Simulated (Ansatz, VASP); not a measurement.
## One calculation of KF (Carobbiite), two programs

Contents of INCAR:

```
  ALGO = Normal
  EDIFF = 1E-6
  EDIFFG = -0.01
  ENCUT = 600
  GGA = PS
  IBRION = 2
  ISIF = 3
  ISMEAR = -1
  IVDW = 13
  LASPH = True
  LCHARG = False
  LREAL = False
  LWAVE = False
  NELM = 80
  NSW = 60
  PREC = Accurate
  SIGMA = 0.05
```

Contents of KPOINTS:

```
k-points
0
Gamma
  9 9 9
```

The input POSCAR:

```
KF
1.0
    0.0000000000      2.6718500000      2.6718500000
    2.6718500000      0.0000000000      2.6718500000
    2.6718500000      2.6718500000      0.0000000000
K F
1 1
Direct
    0.0000000000      0.0000000000      0.0000000000
    0.5000000000      0.5000000000      0.5000000000
```

input.yaml

```yaml
crystal:
  lattice:
    - [0.0, 2.67185, 2.67185]
    - [2.67185, 0.0, 2.67185]
    - [2.67185, 2.67185, 0.0]
  atoms:
    - { symbol: K, position: [0.0, 0.0, 0.0] }
    - { symbol: F, position: [0.5, 0.5, 0.5] }
hamiltonian:
  xc: pbesol
  pseudopotentials: { kind: paw }
  dispersion: d4
kpoints:
  mp_grid: { grid: [9, 9, 9] }
scf:
  occupations: { method: fermi_dirac, width: 0.05 }
output:
  forces: true
  stress: true
  eigenvalues: true
  write_density: true
  write_potential: true
  elf: true
  volumetric_format: npy
relax:
  f_tol: 0.01
  max_steps: 40
  cell: { stress_tol: 0.05 }
```

Alike in both runs: task relaxation of cell and atoms; functional PBEsol; dispersion D4; k mesh 9 × 9 × 9; occupations fermi-dirac, width 0.05 eV; no spin polarisation.

|  | VASP | Ansatz |
| --- | --- | --- |
| version | VASP 6.6.1 | Ansatz 0.2.0 |
| potentials or method | VASP PAW PBE potentials, release 64 (K_sv, F) | Ansatz PAW |
| plane-wave cutoff (eV) | 600 | 420 |
| valence electrons in the cell | 16 | 16 |

|  | VASP | Ansatz | Ansatz less VASP |
| --- | --- | --- | --- |
| gap on the k mesh at the Fermi level, each at its own relaxed structure (eV) | 6.18 | 6.21 | +0.032 |
| relaxed volume (Å³/atom) | 18.53 | 18.47 | -0.059 |
| relaxed cell length with the largest relative difference (Å) | 3.742 | 3.738 | -0.0040 |
| energy change over the relaxation (meV/atom) | -2 | -2 | -0.1 |

Caveats: the PAW data sets were made with another functional, which shifts forces and pressure a little (VASP); an odd mesh through Γ misses points on the zone boundary, where band edges often lie (VASP); odd divisions of the mesh miss points on the zone boundary, where band edges often lie, so the gap on the mesh can be too wide (Ansatz); the plane-wave basis is chosen anew once the cell has moved, so the energies of steps on either side of that aren't comparable (Ansatz); the pressure holds a Pulay correction of +0.3 GPa for the finite cutoff (Ansatz); the PAW data sets come from PBE, with cores solved anew for the run's functional, which leaves a small shift of forces and pressure (Ansatz). PBEsol gaps usually lie below the measured ones, often by a third to a half.
